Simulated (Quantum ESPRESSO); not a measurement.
# SnO (P4/nmm) in Quantum ESPRESSO: convergence with wavefunction cutoff

Aim: find how far wavefunction cutoff must go before the results for SnO settle, at PBEsol. This setting moves, with any that are tied to it; all else stays.

Everything below comes from runs of Quantum ESPRESSO 7.5. Logs are shortened: lines on timing, memory, paths and dates and some standing lists are left out, and cuts for length are marked.

**1. Starting point**

Symmetry: P4/nmm, No. 129, tetragonal system. Conventional cell: a = 3.814 Å, b = 3.814 Å, c = 4.887 Å, α = 90.00°, β = 90.00°, γ = 90.00°. Sn (site symmetry 4mm) is surrounded by 4 O at 2.23 Å. O (site symmetry -4m2) has 4 Sn at 2.23 Å as nearest neighbours.

The cell is a database's computed one.

**2. With wavefunction cutoff 34 Ry**

The input, pw.in:

```
&CONTROL
  calculation = 'scf'
  prefix = 'pwscf'
  outdir = './tmp'
  pseudo_dir = './pseudo'
  tprnfor = .true.
  tstress = .true.
  disk_io = 'nowf'
/
&SYSTEM
  ibrav = 0
  nat = 4
  ntyp = 2
  ecutwfc = 34
  nbnd = 28
  input_dft = 'pbesol'
  occupations = 'smearing'
  smearing = 'fd'
  degauss = 0.00999582
/
&ELECTRONS
  conv_thr = 8d-10
  electron_maxstep = 120
  mixing_beta = 0.5
/
ATOMIC_SPECIES
Sn   118.7100 Sn.upf
O     15.9990 O.upf
CELL_PARAMETERS angstrom
   3.8136952200    0.0000000000    0.0000000000
   0.0000000000    3.8136952200    0.0000000000
   0.0000000000    0.0000000000    4.8869133000
ATOMIC_POSITIONS crystal
Sn     0.5000000000    0.0000000000    0.7646261400
Sn     0.0000000000    0.5000000000    0.2353738600
O      0.0000000000    0.0000000000    0.0000000000
O      0.5000000000    0.5000000000    0.0000000000
K_POINTS automatic
7 7 6 0 0 0
```

Potentials or basis: PseudoDojo 0.5 SR PBE standard.

The run is started by

```bash
$ OMP_NUM_THREADS=1 pw.x -in pw.in > pw.out
```

It took 27 s on 1 thread of Arm Neoverse V1, shared host; peak memory 0.06 GiB.

Results:

- Free energy: -5114.5593 eV
- Pressure: -465.3 GPa
- Largest force: 0.182 eV/Å

**3. With wavefunction cutoff 42 Ry**

Changes to pw.in since step 2:

```diff
@@ -13,3 +13,3 @@
   ntyp = 2
-  ecutwfc = 34
+  ecutwfc = 42
   nbnd = 28
```

Potentials or basis: PseudoDojo 0.5 SR PBE standard.

The run is started by

```bash
$ OMP_NUM_THREADS=1 pw.x -in pw.in > pw.out
```

Run time: 32 s. Hardware: 1 thread of Arm Neoverse V1, shared host; peak memory 0.08 GiB.

What came out:

- Free energy: -5159.1179 eV
- Pressure: -185.0 GPa
- Largest force: 0.368 eV/Å

**4. With wavefunction cutoff 50 Ry**

Changes to pw.in since step 3:

```diff
@@ -13,3 +13,3 @@
   ntyp = 2
-  ecutwfc = 42
+  ecutwfc = 50
   nbnd = 28
```

The run is started by

```bash
$ OMP_NUM_THREADS=1 pw.x -in pw.in > pw.out
```

Wall time 54 s (1 thread of Arm Neoverse V1, shared host); peak memory 0.1 GiB.

Results:

- Free energy: -5172.1611 eV
- Pressure: -53.8 GPa
- Largest force: 0.273 eV/Å

**5. With wavefunction cutoff 59 Ry**

Changes to pw.in since step 4:

```diff
@@ -13,3 +13,3 @@
   ntyp = 2
-  ecutwfc = 50
+  ecutwfc = 59
   nbnd = 28
```

The run is started by

```bash
$ OMP_NUM_THREADS=1 pw.x -in pw.in > pw.out
```

Wall time 61 s (1 thread of Arm Neoverse V1, shared host); peak memory 0.12 GiB.

Results:

```yaml
Free_energy: -5175.1377 eV
Pressure: -9.5 GPa
Largest_force: 0.211 eV/Å
```

**6. With wavefunction cutoff 67 Ry**

Changes to pw.in since step 5:

```diff
@@ -13,3 +13,3 @@
   ntyp = 2
-  ecutwfc = 59
+  ecutwfc = 67
   nbnd = 28
```

Potentials or basis: PseudoDojo 0.5 SR PBE standard.

The run is started by

```bash
$ OMP_NUM_THREADS=1 pw.x -in pw.in > pw.out
```

It took 73 s on 1 thread of Arm Neoverse V1, shared host; peak memory 0.14 GiB.

The run converged. Its results:

```
Free energy   : -5175.5370 eV
Pressure      : -1.4 GPa
Largest force : 0.224 eV/Å
```

**7. With wavefunction cutoff 76 Ry**

Changes to pw.in since step 6:

```diff
@@ -13,3 +13,3 @@
   ntyp = 2
-  ecutwfc = 67
+  ecutwfc = 76
   nbnd = 28
```

The run is started by

```bash
$ OMP_NUM_THREADS=1 pw.x -in pw.in > pw.out
```

Wall time 89 s (1 thread of Arm Neoverse V1, shared host); peak memory 0.16 GiB.

Results (log left out):

* Free energy: -5175.5961 eV
* Pressure: 0.0 GPa
* Largest force: 0.223 eV/Å

**8. With wavefunction cutoff 84 Ry**

Changes to pw.in since step 7:

```diff
@@ -13,3 +13,3 @@
   ntyp = 2
-  ecutwfc = 76
+  ecutwfc = 84
   nbnd = 28
```

The run is started by

```bash
$ OMP_NUM_THREADS=1 pw.x -in pw.in > pw.out
```

It took 1.9 min on 1 thread of Arm Neoverse V1, shared host; peak memory 0.18 GiB.

The run converged. Its results:

```yaml
Free_energy: -5175.6018 eV
Pressure: 0.2 GPa
Largest_force: 0.224 eV/Å
```

**9. With wavefunction cutoff 101 Ry**

Changes to pw.in since step 8:

```diff
@@ -13,3 +13,3 @@
   ntyp = 2
-  ecutwfc = 84
+  ecutwfc = 101
   nbnd = 28
```

Potentials or basis: PseudoDojo 0.5 SR PBE standard.

The run is started by

```bash
$ OMP_NUM_THREADS=1 pw.x -in pw.in > pw.out
```

Run time: 2.3 min. Hardware: 1 thread of Arm Neoverse V1, shared host; peak memory 0.24 GiB.

It converged, with:

```
Free energy   : -5175.6024 eV
Pressure      : 0.2 GPa
Largest force : 0.224 eV/Å
```

**10. With wavefunction cutoff 126 Ry**

Changes to pw.in since step 9:

```diff
@@ -13,3 +13,3 @@
   ntyp = 2
-  ecutwfc = 101
+  ecutwfc = 126
   nbnd = 28
```

Potentials or basis: PseudoDojo 0.5 SR PBE standard.

The run is started by

```bash
$ OMP_NUM_THREADS=1 pw.x -in pw.in > pw.out
```

pw.out:

```text
This program is part of the open-source Quantum ESPRESSO suite
     for quantum simulation of materials; please cite
         "P. Giannozzi et al., J. Phys.:Condens. Matter 21 395502 (2009);
         "P. Giannozzi et al., J. Phys.:Condens. Matter 29 465901 (2017);
         "P. Giannozzi et al., J. Chem. Phys. 152 154105 (2020);
     in publications or presentations arising from this work. More details at

     IMPORTANT: XC functional enforced from input :
     Exchange-correlation= PBESOL
                           (   1   4  10   8   0   0   0)
     Any further DFT definition will be discarded
     Please, verify this is what you really want

     Message from routine setup:
     using ibrav=0 with symmetry is DISCOURAGED, use correct ibrav instead

     G-vector sticks info
     --------------------
     sticks:   dense  smooth     PW     G-vecs:    dense   smooth      PW
     Sum        2085    2085    577                91613    91613   13443

     Using Slab Decomposition

     bravais-lattice index     =            0
     lattice parameter (alat)  =       7.2068  a.u.
     unit-cell volume          =     479.6486 (a.u.)^3
     number of atoms/cell      =            4
     number of atomic types    =            2
     number of electrons       =        40.00
     number of Kohn-Sham states=           28
     kinetic-energy cutoff     =     126.0000  Ry
     charge density cutoff     =     504.0000  Ry
     scf convergence threshold =      8.0E-10
     mixing beta               =       0.5000
     number of iterations used =            8  plain     mixing
     Exchange-correlation= PBESOL
                           (   1   4  10   8   0   0   0)

     celldm(1)=   7.206839  celldm(2)=   0.000000  celldm(3)=   0.000000
     celldm(4)=   0.000000  celldm(5)=   0.000000  celldm(6)=   0.000000

     crystal axes: (cart. coord. in units of alat)
[... 47 lines left out ...]
                       cart. coord. in units 2pi/alat
        k(    1) = (   0.0000000   0.0000000   0.0000000), wk =   0.0068027
        k(    2) = (   0.0000000   0.0000000   0.1300649), wk =   0.0136054
        k(    3) = (   0.0000000   0.0000000   0.2601298), wk =   0.0136054
        k(    4) = (   0.0000000   0.0000000  -0.3901947), wk =   0.0068027
        k(    5) = (   0.0000000   0.1428571   0.0000000), wk =   0.0272109
        k(    6) = (   0.0000000   0.1428571   0.1300649), wk =   0.0544218
[... 32 lines left out ...]
        k(   39) = (   0.4285714   0.4285714   0.2601298), wk =   0.0544218
        k(   40) = (   0.4285714   0.4285714  -0.3901947), wk =   0.0272109

     Dense  grid:    91613 G-vectors     FFT dimensions: (  54,  54,  72)

     Initial potential from superposition of free atoms

     starting charge      39.9969, renormalised to      40.0000
     Starting wfcs are   26 randomized atomic wfcs +    2 random wfcs

     Self-consistent Calculation

     iteration #  1     ecut=   126.00 Ry     beta= 0.50
     Davidson diagonalization with overlap
     ethr =  1.00E-02,  avg # of iterations =  5.8

     total energy              =    -380.02858738 Ry
     estimated scf accuracy    <       0.94030840 Ry
[... 64 lines left out ...]
     iteration # 11     ecut=   126.00 Ry     beta= 0.50
     Davidson diagonalization with overlap
     ethr =  3.32E-12,  avg # of iterations =  1.6

     End of self-consistent calculation

          k = 0.0000 0.0000 0.0000 ( 11413 PWs)   bands (ev):

   -12.0348 -11.6032 -11.6032 -11.5890 -11.5526 -11.5452 -11.5021 -11.4901
   -11.4759 -11.4759 -10.2965  -7.5985   2.1557   3.2355   3.5940   3.5940
     6.4052   6.7076   6.7076   9.8366  11.8277  14.0424  14.5659  14.5659
    15.4575  15.4575  16.5939  17.0419
[... 269 lines left out ...]
   -11.9738 -11.9597 -11.5613 -11.5545 -11.5298 -11.5288 -11.5034 -11.5012
   -11.4794 -11.4787  -8.5889  -8.4518   0.8853   1.0343   4.0473   4.3673
     7.1294   7.3016   7.3516   7.3972  12.2458  12.4144  13.2182  13.9661
    15.3125  15.9262  19.6834  19.7297

     the Fermi energy is    10.0635 ev

!    total energy              =    -380.39980067 Ry
     estimated scf accuracy    <          1.0E-11 Ry
     smearing contrib. (-TS)   =      -0.00068586 Ry
     internal energy E=F+TS    =    -380.39911481 Ry

     The total energy is F=E-TS. E is the sum of the following terms:
     one-electron contribution =    -139.91519829 Ry
     hartree contribution      =      97.50045200 Ry
     xc contribution           =    -103.86483813 Ry
     ewald contribution        =    -234.11953040 Ry

     convergence has been achieved in  11 iterations

     Forces acting on atoms (cartesian axes, Ry/au):

     atom    1 type  1   force =     0.00000000    0.00000000   -0.00870479
     atom    2 type  1   force =     0.00000000    0.00000000    0.00870479
     atom    3 type  2   force =     0.00000000    0.00000000    0.00000000
     atom    4 type  2   force =     0.00000000    0.00000000    0.00000000

     Total force =     0.012310     Total SCF correction =     0.000006

     Computing stress (Cartesian axis) and pressure

          total   stress  (Ry/bohr**3)                   (kbar)     P=        2.12
   0.00002393   0.00000000   0.00000000            3.52        0.00        0.00
   0.00000000   0.00002393   0.00000000            0.00        3.52        0.00
   0.00000000   0.00000000  -0.00000459            0.00        0.00       -0.68

=------------------------------------------------------------------------------=
   JOB DONE.
=------------------------------------------------------------------------------=
```

Run time: 3.9 min. Hardware: 1 thread of Arm Neoverse V1, shared host; peak memory 0.32 GiB.

What came out:

```yaml
Free_energy: -5175.6030 eV
Pressure: 0.2 GPa
Largest_force: 0.224 eV/Å
```

**11. The series at a glance**

| wavefunction cutoff | energy less the tightest run, at zero smearing (meV/atom) | pressure (GPa) | largest force (eV/Å) | SCF cycles | CPU time (s) | peak memory (GiB) |
| --- | --- | --- | --- | --- | --- | --- |
| 34 Ry | 15260.79 | -465.29 | 0.182 | 10 | 27 | 0.06 |
| 42 Ry | 4121.26 | -185.00 | 0.368 | 10 | 32 | 0.08 |
| 50 Ry | 860.49 | -53.78 | 0.273 | 11 | 54 | 0.1 |
| 59 Ry | 116.33 | -9.50 | 0.211 | 11 | 61 | 0.12 |
| 67 Ry | 16.50 | -1.45 | 0.224 | 11 | 73 | 0.14 |
| 76 Ry | 1.71 | 0.01 | 0.223 | 11 | 89 | 0.16 |
| 84 Ry | 0.30 | 0.20 | 0.224 | 11 | 110 | 0.18 |
| 101 Ry | 0.15 | 0.21 | 0.224 | 11 | 140 | 0.24 |
| 126 Ry | 0.00 | 0.21 | 0.224 | 11 | 230 | 0.32 |

Against the tightest run, the energy stays within 1 meV/atom from 84 Ry on; the pressure stays within 0.1 GPa from 84 Ry on; the largest force stays within 0.005 eV/Å from 67 Ry on. The tightest run that finished is the yardstick and may itself not be fully converged.

Caveats: the potentials were made for another functional, which shifts forces and pressure.
